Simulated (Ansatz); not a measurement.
# SiC (Moissanite) (P6_3mc) in Ansatz: band structure with HSE06

Aim: the band structure of SiC (Moissanite) with HSE06.

Everything below comes from runs of Ansatz 0.2.0. Logs are shortened: lines on timing, memory, paths and dates and some standing lists are left out, and cuts for length are marked.

## (1) The structure

It takes space group P6_3mc (No. 186, hexagonal). Conventional cell: a = 3.076 Å, b = 3.076 Å, c = 5.048 Å, α = 90.00°, β = 90.00°, γ = 120.00°. Around Si (site symmetry 3m) lie 4 C at 1.87 to 1.94 Å. C (site symmetry 3m) is surrounded by 4 Si at 1.87 to 1.94 Å.

## (2) Band structure, HSE06

Input file input.yaml:

```yaml
crystal:
  lattice:
    - [3.076, 0.0, 0.0]
    - [-1.538, 2.663894142, 0.0]
    - [0.0, 0.0, 5.048]
  atoms:
    - { symbol: Si, position: [0.6666666667, 0.3333333333, 0.5] }
    - { symbol: Si, position: [0.3333333333, 0.6666666667, 0.0] }
    - { symbol: C, position: [0.6666666667, 0.3333333333, 0.885] }
    - { symbol: C, position: [0.3333333333, 0.6666666667, 0.385] }
hamiltonian:
  xc: hse06
  pseudopotentials: { kind: paw }
kpoints:
  mp_grid: { grid: [6, 6, 3] }
  band_path:
    path:
      - [[0.0, 0.0, 0.0], [0.5, 0.0, 0.0], [0.3333333333, 0.3333333333, 0.0], [0.0, 0.0, 0.0], [0.0, 0.0, 0.5], [0.5, 0.0, 0.5], [0.3333333333, 0.3333333333, 0.5], [0.0, 0.0, 0.5]]
      - [[0.5, 0.0, 0.5], [0.5, 0.0, 0.0]]
      - [[0.3333333333, 0.3333333333, 0.0], [0.3333333333, 0.3333333333, 0.5]]
    npoints: 4
scf:
  occupations: { method: fermi_dirac, width: 0.05 }
  n_extra_bands: 10
output:
  forces: true
  stress: true
  eigenvalues: true
  fatbands: false
```

Potentials or basis: Ansatz PAW.

Started as:

```
$ ansatz run input.yaml --threads 2 --pin off --max-ram 5632MiB --backend cpu --events-out ev --progress --plain --runs-dir out
```

What it wrote:

```text
Warning: output.stress: scf.convergence.dr2_threshold = 1e-7 eV (the SCF's general default) is looser than the 4e-10 eV advised for a printed stress (1e-10 eV for each atom of the cell: 4). What an SCF threshold leaves in a stress goes as its square root, and in the free energy as the threshold itself, and one threshold admits the most on a small cell: of the crystals measured, under no hybrid functional and no lock of the moments, on runs that ended without the residual-converged pass, on stresses that held no estimate of that error, the worst erred by over 100 MPa in a component at 1e-7 eV an atom and by under 5 at 1e-10. Set scf.convergence.dr2_threshold to 4e-10 eV or tighter. The threshold is an SCF's pass mark: one that does not reach it within its budget of iterations ends unconverged, or closes short of it on a stop that the run arms, and scf.convergence.dr2_threshold's page says what that costs each kind of run
Warning: output.stress: scf.exx.energy_threshold = 1e-6 eV is looser than the 4e-8 eV advised for a stress under a hybrid functional (1e-8 eV for each atom of the cell: 4). Every SCF of the exchange loop can meet its threshold on dr2 while the loop round them stops early: no threshold on dr2 bounds what that leaves in the stress. Set scf.exx.energy_threshold to 4e-8 eV or tighter. The threshold is the loop's pass mark: a loop that does not reach it within its budget of cycles ends unconverged, and scf.exx.energy_threshold's page has the law
Warning: RAYON_NUM_THREADS=2 ignored (pool sized by the plan → 2); use --threads N
scf.n_extra_bands = 10 over 8 filled bands (N_el = 16.0): the run solves 18 bands
Engine: ansatz 0.2.0, aarch64-unknown-linux-gnu
Pseudopotentials: kind: paw
Pseudopotential: Si, paw, valence charge 4, recommended cutoff 420 eV (normal), Si.paw.azcp
Pseudopotential: C, paw, valence charge 4, recommended cutoff 420 eV (normal), C.paw.azcp
Functional definition: HSE06
  parameter a = 0.25
  parameter omega = 0.11/bohr
  exchange = pbe_x - a*pbe_x_sr(omega) + a*exact_x_sr(omega)
  correlation = pbe_c
Crystal: 4 atoms, lattice volume = 41.364 Å³
Basis set: ecut = 420 eV, 785 PW (Γ), exchange–correlation on 48×48×72 points (8 copies of the dense FFT grid, shifted against one another)
Bands: 18, of which v1, the nominal top of the filled ones, is band 8 counted from 1 (7 counted from 0)
Symmetry: 12 space group operations
Space group: P63mc (ITA 186), of the structure as read, at distance tolerance 3.5e-5 Å
k-points: 14 of 108 (time reversal used)
Non-local potential: Si, projectors of the file, l = 0: 2, l = 1: 2, l = 2: 2
Non-local potential: C, projectors of the file, l = 0: 2, l = 1: 2, l = 2: 1
PAW form: soft (Blöchl's): semilocal exchange-correlation on the pseudo side does not see the compensation charge
PAW frozen core: Si, regenerated for the run's functional, and the local potential with it (the file was generated under x = pbe(κ = 0.804, μ = 0.2195149727645171), c = pbe(β = 0.06672455060314922))
PAW frozen core: C, regenerated for the run's functional, and the local potential with it (the file was generated under x = pbe(κ = 0.804, μ = 0.2195149727645171), c = pbe(β = 0.06672455060314922))
PAW one-centre angular grid: Si, 110 points (default); XC on 64 Gauss nodes
PAW one-centre angular grid: C, 110 points (default); XC on 64 Gauss nodes
Initial density: superposition of atomic densities (neutral atoms: chi_scale 0, normalization atom), corrected by the library's trained network
Initial wavefunctions: pseudopotential atomic-orbital guess
Functional: x = pbe(κ = 0.804, μ = 0.2195149727645171), c = pbe(β = 0.06672455060314922), warm-up for x = pbe(κ = 0.804, μ = 0.2195149727645171) + 0.25 (exact − pbe) at short range (hse, ω = 0.20786987370883472 Å⁻¹), c = pbe(β = 0.06672455060314922); HSE06 as pw.x's `hse` composes it (authors' and Libxc's form: `xc: wpbeh`)
SCF iter   1: F=—  HF=-1774.241026 eV  |F-HF|=—  |Δ(HF+E_count)|=         —  Δρ=1.85e-3  dr2=1.31e-3  ethr=1.77e-3  ⟨swp⟩=8.1  Hψ=1251  notcnv=0
preconditioner: auto → none  [insulator: Δε(μ)=2.298 eV  Ē_g=15.079 eV  σ=0.050 eV  W_gap=1.00  n_scr=2 (ndim 8)  ℏωp=23.1 eV  f_vac=0.000  D(μ)=0.00/eV (n_scr^D=0)]
SCF iter   2: F=-1774.241025 eV  HF=-1774.241028 eV  |F-HF|=2.95e-6  |Δ(HF+E_count)|=   2.41e-6  Δρ=7.97e-4  dr2=2.20e-4  ethr=8.18e-6  ⟨swp⟩=3.5  Hψ=432  notcnv=0  defer=13
SCF 1 stopped early in 2 iterations: F = -1774.241025 eV  dr2 = 2.20e-4
Initial density: handed on by an earlier stage of this run
Initial wavefunctions: those handed on with the density
Functional: x = pbe(κ = 0.804, μ = 0.2195149727645171) + 0.25 (exact − pbe) at short range (hse, ω = 0.20786987370883472 Å⁻¹), c = pbe(β = 0.06672455060314922); HSE06 as pw.x's `hse` composes it (authors' and Libxc's form: `xc: wpbeh`)
Exchange kernel: α = 0.2500, screened, ω = 0.2079 Å⁻¹, Wigner–Seitz truncation, v(0) = 1037.5137 eV·Å³, q-mesh 6×6×3, nearest image of the exchange supercell L = 15.14 Å, pair-density grid 15×15×24, without the augmentation charges, whose exchange is taken in its separable form by FFT convolution over the k-point mesh (sized by the pseudopotential files, 18×18×36 at the most), smooth part of the exact exchange by density-matrix convolution
Frozen-core exchange: fock
SCF iter   1: F=—  HF=-1775.523255 eV  |F-HF|=—  |Δ(HF+E_count)|=         —  Δρ=5.62e-3  dr2=7.40e-3  ethr=1.38e-5  ⟨swp⟩=5.4  Hψ=1119  notcnv=0
preconditioner: auto → none  [insulator: Δε(μ)=3.138 eV  Ē_g=17.082 eV  σ=0.050 eV  W_gap=1.00  n_scr=2 (ndim 8)  ℏωp=23.1 eV  f_vac=0.000  D(μ)=0.00/eV (n_scr^D=0)]
SCF iter   2: F=—  HF=-1775.520293 eV  |F-HF|=—  |Δ(HF+E_count)|=   2.96e-3  Δρ=2.53e-3  dr2=1.73e-3  ethr=1.38e-5  ⟨swp⟩=2.0  Hψ=364  notcnv=0
iter 3 solved again at ethr=6.02e-7 eV; its pass at ethr=7.97e-6 eV (dr2=9.63e-5 eV) is discarded
SCF iter   3: F=—  HF=-1775.524029 eV  |F-HF|=—  |Δ(HF+E_count)|=   3.74e-3  Δρ=5.38e-4  dr2=1.15e-4  ethr=6.02e-7  ⟨swp⟩=2.0  Hψ=765  notcnv=0
SCF iter   4: F=—  HF=-1775.524002 eV  |F-HF|=—  |Δ(HF+E_count)|=   2.66e-5  Δρ=1.96e-4  dr2=1.78e-5  ethr=5.87e-7  ⟨swp⟩=3.0  Hψ=405  notcnv=0
SCF iter   5: F=—  HF=-1775.524031 eV  |F-HF|=—  |Δ(HF+E_count)|=   2.90e-5  Δρ=9.39e-5  dr2=3.33e-6  ethr=8.54e-8  ⟨swp⟩=3.1  Hψ=545  notcnv=0
SCF iter   6: F=-1775.524031 eV  HF=-1775.524030 eV  |F-HF|=1.13e-7  |Δ(HF+E_count)|=   9.01e-7  Δρ=1.90e-5  dr2=4.89e-7  ethr=1.85e-8  ⟨swp⟩=2.4  Hψ=403  notcnv=0  defer=1
SCF 2 stopped early in 6 iterations: F = -1775.524031 eV  dr2 = 4.89e-7
  Residual-converged pass: ⟨swp⟩=3.9  Hψ=495  notcnv=0  max |occ|·‖R‖ = 6.5e-6 eV (tolerance 6.7e-6 eV)  dr2=4.82e-7  dr2_onsite=2.11e-9  max |Δocc| = 4.7e-23
hybrid outer 1: dexx = +4.815e-3 eV, tail = 4.93e-6 eV
Exchange kernel: α = 0.2500, screened, ω = 0.2079 Å⁻¹, Wigner–Seitz truncation, v(0) = 1037.5137 eV·Å³, q-mesh 6×6×3, nearest image of the exchange supercell L = 15.14 Å, pair-density grid 15×15×24, without the augmentation charges, whose exchange is taken in its separable form by FFT convolution over the k-point mesh (sized by the pseudopotential files, 18×18×36 at the most), smooth part of the exact exchange by density-matrix convolution
Frozen-core exchange: fock
SCF iter   1: F=—  HF=-1775.524004 eV  |F-HF|=—  |Δ(HF+E_count)|=         —  Δρ=1.57e-5  dr2=3.61e-8  ethr=1.54e-7  ⟨swp⟩=5.1  Hψ=750  notcnv=0
preconditioner: auto → none  [insulator: Δε(μ)=3.185 eV  Ē_g=17.090 eV  σ=0.050 eV  W_gap=1.00  n_scr=2 (ndim 8)  ℏωp=23.1 eV  f_vac=0.000  D(μ)=0.00/eV (n_scr^D=0)]
SCF iter   2: F=—  HF=-1775.524004 eV  |F-HF|=—  |Δ(HF+E_count)|=   4.79e-8  Δρ=8.03e-6  dr2=9.30e-9  ethr=1.88e-10  ⟨swp⟩=3.4  Hψ=487  notcnv=0
SCF iter   3: F=-1775.524004 eV  HF=-1775.524004 eV  |F-HF|=1.08e-9  |Δ(HF+E_count)|=   3.11e-9  Δρ=3.86e-6  dr2=1.57e-9  ethr=4.49e-11  ⟨swp⟩=2.9  Hψ=432  notcnv=0  defer=11
SCF 3 converged in 3 iterations: F = -1775.524004 eV  dr2 = 1.57e-9
  Residual-converged pass: ⟨swp⟩=3.0  Hψ=475  notcnv=0  max |occ|·‖R‖ = 5.2e-7 eV (tolerance 6.3e-7 eV)  dr2=1.57e-9  dr2_onsite=1.37e-10  max |Δocc| = 1.1e-23
hybrid outer 2: dexx = +4.914e-8 eV, tail = 4.41e-9 eV, Δε = 8.24e-4 eV (about 2.73e-5 eV left of the loop's levels), ΔF = 6.07e-4 eV/Å (tail 1.53e-4)
NSCF: frozen V_eff on 39 k-points
hybrid SCF converged: 2 outer / 9 inner (+2 warm-up), last move |dexx| = 4.91e-8 eV, tail = 4.41e-9 eV
Stability not checked: this state was not tested for a lower state beside it, because the functional holds exact exchange (a hybrid, or Hartree-Fock), whose exchange loop this test does not read (fock_operator; see scf.lower_state_search)
Free energy (F): -1775.524004 eV
Frozen-core exchange: fock
Harris-Foulkes:  -1775.524004 eV  (|F-HF|=1.08e-9)
Internal energy: -1775.524004 eV  (E = F + TS)
E sigma→0 (E₀):  -1775.524004 eV
Fermi energy:    10.800819 eV
--- Per-component energies (eV) ---
  E_band       = 38.404866
  E_kinetic    = 271.807930
  E_local      = -208.917684  (includes V_loc(G=0)·N_el)
  E_nonlocal   = 101.096778
  E_hartree    = 65.425074
  E_xc         = -171.540213
  E_vxc        = -176.827962  (∫ρ·V_xc dr)
  E_exx        = -30.435196  (= α·E_x^exact, valence–valence)
  E_paw        = -1234.237167  (= ΣΔE_a)
  E_vpaw       = -18.733848  (= ΣTr[D̂ρ^β])
  E_aug_tail   = 0.000027  (compensation charges beyond the density's cutoff)
  E_ewald      = -568.570884
  E_core_change = -0.152669  (= ΣΔE_core)
  E_smearing   = -0.000000  (= −TS)
  E_closure    = -0.000000  (closes the sum)
  Σ components = -1775.524004   (vs F -1775.524004, Δ=0.00e0)
--- Forces (eV/Å), atoms counted from 1 ---
  atom   1  Si    -0.00000000     0.00000000     0.77098081
  atom   2  Si     0.00000000    -0.00000000     0.77098081
  atom   3  C     -0.00000000     0.00000000    -0.77099197
  atom   4  C     -0.00000000    -0.00000000    -0.77099197
  max |Σ_I F_I| component: 2.23e-5 eV/Å
--- Stress (GPa, compression-positive) ---
        0.634874       0.000000      -0.000000
        0.000000       0.634874      -0.000000
        0.000000       0.000000      -4.236773
  P = ⅓ Tr σ = -0.9890 GPa (-9.890 kbar)
--- Band table (eV; the first three rows and the last of 14) ---
  k-point 0: bands = ["-8.1197", "-4.3443", "-0.3110", "7.4908", "7.4908", "8.9067", "8.9067", "9.2258", "14.9855", "16.4747", "16.9316", "16.9316", "18.0764", "19.2959", "19.2959", "21.9276", "21.9276", "22.2031"]
  k-point 1: bands = ["-7.5378", "-5.9001", "2.2353", "6.5086", "7.8037", "7.8037", "8.5071", "8.5071", "15.5079", "16.9238", "17.1855", "17.1855", "18.2908", "18.2908", "18.3819", "20.9070", "23.6977", "23.6977"]
  k-point 2: bands = ["-7.5986", "-3.9040", "0.1765", "5.1654", "6.7546", "7.2011", "8.5759", "8.8267", "15.0221", "17.0133", "17.4319", "17.5977", "17.9123", "19.6170", "19.7953", "20.3392", "21.5440", "21.8521"]
  k-point 13: bands = ["-3.0258", "-3.0258", "0.8391", "0.8391", "2.1966", "3.6277", "6.7059", "6.7059", "14.4937", "15.9254", "15.9254", "17.7834", "20.9876", "20.9876", "22.1216", "22.6529", "23.3633", "23.3633"]
```

It took 2 min on 2 threads of Arm Neoverse V1, shared host; peak memory 0.69 GiB.

What came out:

| Property | Result |
| --- | --- |
| Free energy | -1775.5240 eV |
| Pressure | -1.0 GPa |
| Largest force | 0.771 eV/Å |
| Band gap on the k mesh | 3.18 eV, indirect (least direct gap 5.18 eV) |
| Band gap along the path | 3.18 eV, indirect (least direct gap 5.18 eV) |

Forces on the atoms (eV/Å):
```
Si   0.000  0.000  0.771
Si   0.000  0.000  0.771
C    0.000  0.000 -0.771
C    0.000  0.000 -0.771
```

Levels at the corners of the path, in eV from the valence-band top:
| point | band 6 | band 7 | band 8 | band 9 | band 10 | band 11 |
| --- | --- | --- | --- | --- | --- | --- |
| Γ | -0.32 | -0.32 | 0.00 | 5.76 | 7.25 | 7.71 |
| M | -3.91 | -3.49 | -1.66 | 3.52 | 5.20 | 7.95 |
| K | -4.52 | -4.40 | -4.40 | 3.18 | 9.26 | 10.01 |
| Γ | -0.32 | -0.32 | 0.00 | 5.76 | 7.25 | 7.71 |
| A | -1.08 | -1.08 | -1.08 | 6.91 | 6.91 | 8.41 |
| L | -2.97 | -2.57 | -2.57 | 4.13 | 4.13 | 6.08 |
| H | -6.39 | -1.93 | -1.93 | 5.90 | 5.90 | 7.10 |
| A | -1.08 | -1.08 | -1.08 | 6.91 | 6.91 | 8.41 |
| L | -2.97 | -2.57 | -2.57 | 4.13 | 4.13 | 6.08 |
| M | -3.91 | -3.49 | -1.66 | 3.52 | 5.20 | 7.95 |
| K | -4.52 | -4.40 | -4.40 | 3.18 | 9.26 | 10.01 |
| H | -6.39 | -1.93 | -1.93 | 5.90 | 5.90 | 7.10 |

Caveat: the PAW data sets come from PBE, with cores solved anew for the run's functional, which leaves a small shift of forces and pressure; the thresholds are loose for stress.
